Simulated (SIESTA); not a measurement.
MoS2:

```
Mo S
1.0
     1.58000    0.91221    6.15000
    -1.58000    0.91221    6.15000
     0.00000   -1.82443    6.15000
Mo S
1 2
Direct
  0.00000 0.00000 0.00000
  0.41700 0.41700 0.41700
  0.25000 0.25000 0.25000
```

Measurements of this composition are mostly on another form, of space group No. 194.

Base run:

```yaml
Program: SIESTA 5.4.2
Functional: PBE
Potentials_or_basis: PseudoDojo 0.4 standard (PBE files)
Basis: DZP (energy shift 0.003 Ry; two zetas on semicore shells)
Grid_cutoff: 800 Ry
Energy_shift: 0.003 Ry
k_mesh: 10 × 10 × 10
Occupations: fermi-dirac, width 0.05 eV
Spin: no spin polarisation
```

Its results: band gap on the k mesh 1.01 eV, indirect (least direct gap 1.99 eV); pressure 8.3 GPa; largest force 0.964 eV/Å.

Problem. The run is repeated on the same cell with these changes: basis from DZP (energy shift 0.003 Ry; two zetas on semicore shells) to TZP (energy shift 0.003 Ry; two zetas on semicore shells); k mesh from 10 × 10 × 10 to 8 × 8 × 8. What comes out?

Solution. Band gap on the k mesh 1.07 eV, indirect (least direct gap 2.03 eV); pressure 7.8 GPa; largest force 0.899 eV/Å.

Several settings changed at once, so the effect can't be laid on one alone.

Caveats: the basis of atomic orbitals isn't converged, which shifts pressures, moduli and gaps.

A k mesh can miss the band edges.
